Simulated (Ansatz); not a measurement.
A run of Ansatz 0.2.0:

File input.yaml:

```yaml
crystal:
  lattice:
    - [-4.47204052, 4.47204052, 2.61177035]
    - [4.47204052, -4.47204052, 2.61177035]
    - [4.47204052, 4.47204052, -2.61177035]
  atoms:
    - { symbol: Si, position: [0.824333, 0.829286, 0.646197] }
    - { symbol: Si, position: [0.16959, 0.822362, -0.003393] }
    - { symbol: Si, position: [0.826685, 0.186252, 0.005984] }
    - { symbol: Si, position: [0.169633, 0.173808, 0.349431] }
    - { symbol: O, position: [0.006696, 0.797084, 0.790849] }
    - { symbol: O, position: [0.207778, 0.007102, 0.212322] }
    - { symbol: O, position: [0.793345, -0.004757, 0.791062] }
    - { symbol: O, position: [0.006675, 0.210891, 0.209155] }
    - { symbol: O, position: [-0.00042, -0.000353, 0.49586] }
    - { symbol: O, position: [0.495803, 0.000833, 0.002785] }
    - { symbol: O, position: [-0.002346, 0.493658, -0.000319] }
    - { symbol: O, position: [0.498139, 0.497789, 0.497925] }
kpoints:
  mp_grid: { grid: [6, 6, 6] }
scf:
  occupations: { method: fermi_dirac, width: 0.05 }
hamiltonian:
  xc: pbe
  pseudopotentials: { kind: all_electron, lapw: { basis_error: 0.001 } }
output:
  forces: true
  stress: true
  eigenvalues: true
  populations: true
```

Potentials or basis: all-electron LAPW, scalar-relativistic.

Run with:

```bash
$ ansatz run input.yaml --threads 8 --pin off --max-ram 24576MiB --backend cpu --events-out ev --progress --plain --runs-dir out
```

Hardware: 8 threads of Intel(R) Xeon(R) 6975P-C (Granite Rapids), on a shared host.

Q: Estimate the wall time of this run.

A: Wall time 5.3 min on 8 threads of Intel(R) Xeon(R) 6975P-C (Granite Rapids) (shared host), peak memory 5.6 GiB. Counts: scf iterations 10, plane waves 7303, k points 112, bands 68.
